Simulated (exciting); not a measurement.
# Ba L₃-edge absorption of BaS, all-electron BSE, part 2 of 3

Aim: the Ba L₃ absorption edge of BaS with the electron–hole interaction treated explicitly, and what each term of the kernel does.

exciting sodium; X-ray absorption, core-level Bethe-Salpeter equation, exchange and statically screened direct term, Tamm-Dancoff, all-electron LAPW+lo PBE.

So far. Step 3 (A richer basis for the empty states): Against the first ground state the total energy moves by -6 meV an atom and the gap by 0.00 eV.

## 4. Screening, kernels and BSE for Ba atom 1

The absorber has 6 S at 3.19 Å (octahedral, site symmetry m-3m).

Input file input.xml:

```
<input>
  <title>BaS</title>
  <structure speciespath="." autormt="false" epslat="1.0e-5">
    <crystal>
      <basevect>0.0000000000 6.0353128094 6.0353128094</basevect>
      <basevect>6.0353128094 0.0000000000 6.0353128094</basevect>
      <basevect>6.0353128094 6.0353128094 0.0000000000</basevect>
    </crystal>
    <species speciesfile="Ba.xml" rmt="2.464">
      <atom coord="0.0000000000 0.0000000000 0.0000000000"/>
    </species>
    <species speciesfile="S.xml" rmt="2.300">
      <atom coord="0.5000000000 0.5000000000 0.5000000000"/>
    </species>
  </structure>
  <groundstate do="skip" xctype="GGA_PBE" ngridk="4 4 4" rgkmax="7" gmaxvr="14" nempty="8" swidth="0.001" maxscl="100" epsengy="1e-5"/>
  <xs xstype="BSE" ngridk="3 3 3" ngridq="3 3 3" vkloff="0.097 0.273 0.493" rgkmax="7" nempty="40" gqmax="3" lmaxapwwf="5" lmaxemat="3" broad="0.06100" tevout="true">
    <energywindow intv="188.950 190.567" points="439"/>
    <screening screentype="full" nempty="61"/>
    <BSE xas="true" xasspecies="1" xasatom="1" xasedge="L3" bsetype="singlet" nstlxas="1 36"/>
    <qpointset>
      <qpoint>0 0 0</qpoint>
    </qpointset>
    <plan>
      <doonly task="xsgeneigvec"/>
      <doonly task="writepmatxs"/>
      <doonly task="scrgeneigvec"/>
      <doonly task="scrwritepmat"/>
      <doonly task="screen"/>
      <doonly task="scrcoulint"/>
    </plan>
  </xs>
</input>
```

Input file input.xml for the exchange start (cutoff and plan only):

```
  gqmax="2"
  <plan>
    <doonly task="exccoulint"/>
  </plan>
```

Input file input.xml for the last start (plan only):

```
  <plan>
    <doonly task="bse"/>
  </plan>
```

Started as:

```console
> OMP_NUM_THREADS=1 mpirun -n 2 exciting
> OMP_NUM_THREADS=1 mpirun -n 2 exciting
> OMP_NUM_THREADS=2 exciting
```

Numbers of over 12 decimals in the logs are rounded to 6 here.

What it wrote:

```text
| EXCITING SODIUM started for task xsgeneigvec ( 301)                          =
One-shot GS runs for BSE calculations
One-shot GS runs for k+qmt/2 grids
Info(xsgeneigvec): Generating eigenvectors for Q-point      1
Info(xsgeneigvec): Generation of eigenvectors finished
| EXCITING SODIUM started for task writepmatxs ( 320)                          =
Info(writepmatxs): Momentum matrix elements finished
| EXCITING SODIUM started for task scrgeneigvec ( 401)                         =
One-shot GS runs for BSE calculations
One-shot GS runs for k+qmt/2 grids
Info(xsgeneigvec): Generating eigenvectors for Q-point      1
Using screening GS parameters.
Info(xsgeneigvec): Generation of eigenvectors finished
| EXCITING SODIUM started for task scrwritepmat ( 420)                         =
Info(writepmatxs): Momentum matrix elements finished
Info(scrwritepmat): Momentum matrix elements for screening finished
| EXCITING SODIUM started for task screen ( 430)                               =
Info(screenlauncher): Calculating screening for unshifted q-grid.
Info(screenlauncher): Number of q points:       4
Info(screenlauncher): lowest (partially)  unoccupied state:     14
Info(screenlauncher): highest (partially) occupied state  :     13
Info(screenlauncher): number of occupied states considered:   13
Info(screenlauncher): number of unoccupied states considered:   62
Info(screenlauncher): Starting loop over q-points
Info(screenlauncher): Screening for unshifted q-grid finished
Info(screenlauncher): Screening finished
| EXCITING SODIUM started for task scrcoulint ( 440)                           =
Info(scrcoulintlauncher): Setting up screened Coulomb interaction matrix W.
Info(scrcoulintlauncher): Using momentum transfer vectors from list :   1 to  1
Info(scrcoulintlauncher): Calculating screened Coulomb interaction matrix W
Info(scrcoulintlauncher): Momentum transfer list index: iqmt=  1
Info(scrcoulintlauncher): Momentum transfer: vqmtl=   0.000   0.000   0.000
Info(scrcoulintlauncher): Calculating RR block of W
Info(scrcoulint): Inspecting occupations...
Info(setranges_modxs): Number of non-reduced k-points:       27
Info(setranges_modxs): Number of states considered:       54
Info(setranges_modxs): Number of (partially) occupied states:       36
Info(setranges_modxs): Highest (partially) occupied states:       13
Info(setranges_modxs): Number of (partially) unoccupied states:       41
Info(setranges_modxs): Lowest (partially) unoccupied states:       14
Info(scrcoulint): Selecting transitions...
Info(select_transitions): Inspecting transitions in the  band interval:
  lowest occupied state:   7
  highest occupied state:  10
  lowest unoccupied state:  14
  highest unoccupied state:  49
  Opening gap with a scissor of:      0.000/H      0.000/eV
Info(select_transitions): Number of participating transitions:    3888
Info(scrcoulint): Size of file SCCLI will be about     0.116798 GB
Info(scrcoulint): Using q-grid
Info(scrcoulint): Number of reduced q-points:      4
Info(scrcoulint): Number of non-reduced q-points:     27
Info(scrcoulint): Calculating W(G1,G2,qr) fourier coefficients
Info(scrcoulint): Calculating W matrix elements
Info(scrcoulintlauncher): Screened coulomb interaction finished for iqmt=   1
| EXCITING SODIUM started for task exccoulint ( 441)                           =
Info(exccoulintlauncher): Setting up exchange interaction matrix V.
Info(exccoulintlauncher): Using momentum transfer vectors from list :   1 to  1
Info(exccoulintlauncher):Calculating exchange interaction matrix V
Info(exccoulintlauncher): Momentum transfer list index: iqmt=  1
Info(exccoulintlauncher): Momentum transfer: vqmtl=   0.000   0.000   0.000
Info(exccoulintlauncher): Calculating RR block of V
Info(exccoulint): Inspecting occupations...
Info(setranges_modxs): Number of non-reduced k-points:       27
Info(setranges_modxs): Number of states considered:       54
Info(setranges_modxs): Number of (partially) occupied states:       36
Info(setranges_modxs): Highest (partially) occupied states:       13
Info(setranges_modxs): Number of (partially) unoccupied states:       41
Info(setranges_modxs): Lowest (partially) unoccupied states:       14
Info(exccoulint): Selecting transitions...
Info(select_transitions): Inspecting transitions in the  band interval:
  lowest occupied state:   7
  highest occupied state:  10
  lowest unoccupied state:  14
  highest unoccupied state:  49
  Opening gap with a scissor of:      0.000/H      0.000/eV
Info(select_transitions): Number of participating transitions:    3888
Info(exccoulint): Size of file EXCLI will be about     0.116798 GB
Info(exccoulint): Generating plane wave matrix elements for momentum transfer iqmt=   1
  Timing (in seconds)	   :     626.528
Info(exccoulint): Generating V matrix elements
Info(exccoulint): Zeroing Coulomb potential at G+qmt index:  1
Info(exccoulintlauncher): Exchange interaction finished for iqmt=   1
| EXCITING SODIUM started for task bse ( 445)                                  =
Info(bselauncher): Init time:    1.055346
Info(bselauncher): Setting up and diagonalizing BSE Hamiltonian.
Info(bselauncher): Using momentum transfer vectors from list :   1 to  1
Info(bselauncher): Distributing qmt-points over   1 processes.
Info(bselauncher): BSE type: singlet
Info(bselauncher): Momentum transfer list index: iqmt=  1
Info(bselauncher): Momentum transfer: vqmtl=   0.000   0.000   0.000
Info(bse): Inspecting occupations...
Info(setranges_modxs): Number of non-reduced k-points:       27
Info(setranges_modxs): Number of states considered:       54
Info(setranges_modxs): Number of (partially) occupied states:       36
Info(setranges_modxs): Highest (partially) occupied states:       13
Info(setranges_modxs): Number of (partially) unoccupied states:       41
Info(setranges_modxs): Lowest (partially) unoccupied states:       14
Info(select_transitions): Inspecting transitions in the  band interval:
  lowest occupied state:   7
  highest occupied state:  10
  lowest unoccupied state:  14
  highest unoccupied state:  49
  Opening gap with a scissor of:      0.000/H      0.000/eV
Info(select_transitions): Number of participating transitions:    3888
Info(bse): Selecting transitions...
Info(bse):bsegap (eV):  5153.751530
Info(bse): Assembling BSE matrix
  RR/RA blocks of global BSE-Hamiltonian:
  Size of the Hamiltonian:    3888
  Number of k-points:      27
  Distributing matrix to   1 processes
  Local matrix shape   3888 x  3888
Info(bse): max local RAM needed for BSE matrices ~     0.225254 GB
Info(setup_bse_block): Setting up RR part of hamiltonian
Info(setup_bse_block): Singlet spin state
Info(bse): Diagonalizing RR Hamiltonian (TDA)
Info(bse): Invoking Lapack routine ZHEEVR
      3888 eigen solutions found in the interval:
         i1=       1 i2=    3888
Info(bse): Writing excition energies and oscillator strengths to text file.
Info(makespectrum_dist): Making spectrum using formula for coupling with time reversed AR basis.
Info(makespectrum_dist): Using formalism for vanishing momentum transfer.
Info(writederived): Writing quantities derived from the macroscopic dielectric function.
Info(bselauncher): Spectrum finished for iqmt=  1
Info(bselauncher): All done for BSE type singlet
```

Run time: 13 min. Hardware: 2 MPI ranks of Arm Neoverse V2, shared host.

Wall time by task: xsgeneigvec 4.4 s, writepmatxs 8.1 s, scrgeneigvec 2.5 s, scrwritepmat 2.1 s, screen 19 s, scrcoulint 87 s, exccoulint 10 min, bse 43 s.

The Ba L₃ spectrum of Ba atom 1 (energy from the Kohn–Sham onset, core level to the lowest empty state found on the meshes used, 5153.58 eV; the ground-state mesh sets it, and the shifted mesh has its lowest transition 0.17 eV above it; Im ε scaled to the maximum of the singlet run; cut below the end of the band set):

```
E (eV)  Im ε
 -11.5  0.03
 -11.0  0.03
 -10.5  0.03
 -10.0  0.04
  -9.5  0.04
  -9.0  0.04
  -8.5  0.05
  -8.0  0.05
  -7.5  0.06
  -7.0  0.07
  -6.5  0.08
  -6.0  0.09
  -5.5  0.10
  -5.0  0.12
  -4.5  0.14
  -4.0  0.17
  -3.5  0.21
  -3.0  0.27
  -2.5  0.35
  -2.0  0.45
  -1.5  0.59
  -1.0  0.73
  -0.5  0.85
   0.0  0.93
   0.5  0.99
   1.0  1.00
   1.5  0.94
   2.0  0.84
   2.5  0.73
   3.0  0.64
   3.5  0.56
   4.0  0.49
   4.5  0.45
   5.0  0.41
   5.5  0.38
   6.0  0.36
   6.5  0.34
   7.0  0.32
   7.5  0.30
   8.0  0.29
   8.5  0.29
   9.0  0.29
   9.5  0.29
  10.0  0.29
  10.5  0.28
  11.0  0.27
  11.5  0.27
  12.0  0.26
  12.5  0.26
  13.0  0.27
  13.5  0.28
  14.0  0.30
  14.5  0.31
  15.0  0.31
  15.5  0.30
  16.0  0.28
  16.5  0.26
  17.0  0.25
  17.5  0.24
  18.0  0.23
  18.5  0.23
  19.0  0.22
  19.5  0.22
  20.0  0.22
  20.5  0.21
  21.0  0.21
  21.5  0.20
  22.0  0.20
  22.5  0.19
  23.0  0.18
  23.5  0.17
```

Maxima (height): 0.8 eV (1.00) and 14.7 eV (0.31).

The Hamiltonian has 3888 rows. The lowest groups of eigenvalues and the brightest ones, on the scale above (the program counts from the shifted mesh's onset, 0.17 eV higher). Core spinors bring spin-forbidden partners, so dark means forbidden by spin or by symmetry, and the shifted mesh splits states that symmetry would keep together:

```
energy (eV)  states within 10 meV  relative strength
     -5.866                     6               dark
     -5.851                     2               dark
     -5.839                     4               dark
     -5.828                     4               dark
     -5.816                     4               dark
     -5.803                     4               dark
     -0.802                     4               0.70
     -0.637                     4               1.00
     -0.616                     4               0.98
     -0.014                     4               0.39
      0.977                     4               0.63
      1.069                     4               0.90
      1.178                     4               0.40
```

## 5. Independent particles

Edit input.xml of step 4 so:

```diff
@@ -19,3 +19,3 @@
     <screening screentype="full" nempty="61"/>
-    <BSE xas="true" xasspecies="1" xasatom="1" xasedge="L3" bsetype="singlet" nstlxas="1 36"/>
+    <BSE xas="true" xasspecies="1" xasatom="1" xasedge="L3" bsetype="IP" nstlxas="1 36"/>
     <qpointset>
@@ -24,8 +24,3 @@
     <plan>
-      <doonly task="xsgeneigvec"/>
-      <doonly task="writepmatxs"/>
-      <doonly task="scrgeneigvec"/>
-      <doonly task="scrwritepmat"/>
-      <doonly task="screen"/>
-      <doonly task="scrcoulint"/>
+      <doonly task="bse"/>
     </plan>
```

Started as:

```console
> OMP_NUM_THREADS=2 exciting
```

What it wrote:

```text
| EXCITING SODIUM started for task bse ( 445)                                  =
Info(bselauncher): Init time:    1.056864
Info(bselauncher): Setting up and diagonalizing BSE Hamiltonian.
Info(bselauncher): Using momentum transfer vectors from list :   1 to  1
Info(bselauncher): Distributing qmt-points over   1 processes.
Info(bselauncher): BSE type: IP
Info(bselauncher): Momentum transfer list index: iqmt=  1
Info(bselauncher): Momentum transfer: vqmtl=   0.000   0.000   0.000
Info(bse): Inspecting occupations...
Info(setranges_modxs): Number of non-reduced k-points:       27
[...]
highest unoccupied state:  49
  Opening gap with a scissor of:      0.000/H      0.000/eV
Info(select_transitions): Number of participating transitions:    3888
Info(bse): Selecting transitions...
Info(bse):bsegap (eV):  5153.751530
Info(bse): IP requested, nothing much to do
Info(bse): Writing excition energies and oscillator strengths to text file.
Info(makespectrum_dist): Making spectrum using formula for coupling with time reversed AR basis.
Info(makespectrum_dist): Using formalism for vanishing momentum transfer.
Info(writederived): Writing quantities derived from the macroscopic dielectric function.
Info(bselauncher): Spectrum finished for iqmt=  1
Info(bselauncher): All done for BSE type IP
```

Elapsed: 3 s, on 2 threads.

Maxima (height): 4.6 eV (0.74) and 16.2 eV (0.41). Against the singlet run the r.m.s. difference is 65 %. Moving the earlier curve by +4.1 eV leaves 22 %. The highest maximum lies at 4.6 eV (0.74), against 0.8 eV (1.00).

## 6. Exchange alone

Edit input.xml of step 5 so:

```diff
@@ -19,3 +19,3 @@
     <screening screentype="full" nempty="61"/>
-    <BSE xas="true" xasspecies="1" xasatom="1" xasedge="L3" bsetype="IP" nstlxas="1 36"/>
+    <BSE xas="true" xasspecies="1" xasatom="1" xasedge="L3" bsetype="RPA" nstlxas="1 36"/>
     <qpointset>
```

Started as:

```console
> OMP_NUM_THREADS=2 exciting
```

What it wrote:

```text
| EXCITING SODIUM started for task bse ( 445)                                  =
Info(bselauncher): Init time:    1.057363
Info(bselauncher): Setting up and diagonalizing BSE Hamiltonian.
Info(bselauncher): Using momentum transfer vectors from list :   1 to  1
Info(bselauncher): Distributing qmt-points over   1 processes.
Info(bselauncher): BSE type: RPA
Info(bselauncher): Momentum transfer list index: iqmt=  1
Info(bselauncher): Momentum transfer: vqmtl=   0.000   0.000   0.000
Info(bse): Inspecting occupations...
Info(setranges_modxs): Number of non-reduced k-points:       27
[...]
Info(setup_bse_block): Setting up RR part of hamiltonian
Info(setup_bse_block): Using RPA approximation
Info(bse): Diagonalizing RR Hamiltonian (TDA)
Info(bse): Invoking Lapack routine ZHEEVR
      3888 eigen solutions found in the interval:
         i1=       1 i2=    3888
Info(bse): Writing excition energies and oscillator strengths to text file.
Info(makespectrum_dist): Making spectrum using formula for coupling with time reversed AR basis.
Info(makespectrum_dist): Using formalism for vanishing momentum transfer.
Info(writederived): Writing quantities derived from the macroscopic dielectric function.
Info(bselauncher): Spectrum finished for iqmt=  1
Info(bselauncher): All done for BSE type RPA
```

It took 44 s on 2 threads.

Maxima (height): 4.6 eV (0.74) and 16.2 eV (0.41). The spectrum is that of the independent-particle run within 1 %.

[end of part 2 of 3]

[Banner, clock and machine lines of the logs are left out without a mark of their own.]

[Logs are printed without paths, hosts, clocks, repeated set-up lines and the standing remarks that a program may print on its own settings, such as how far it seeks lower states.]

[Hosts, paths, dates, database ids (printed as entryN), source tags and the programs' standing remarks are cut or masked in the printed files.]
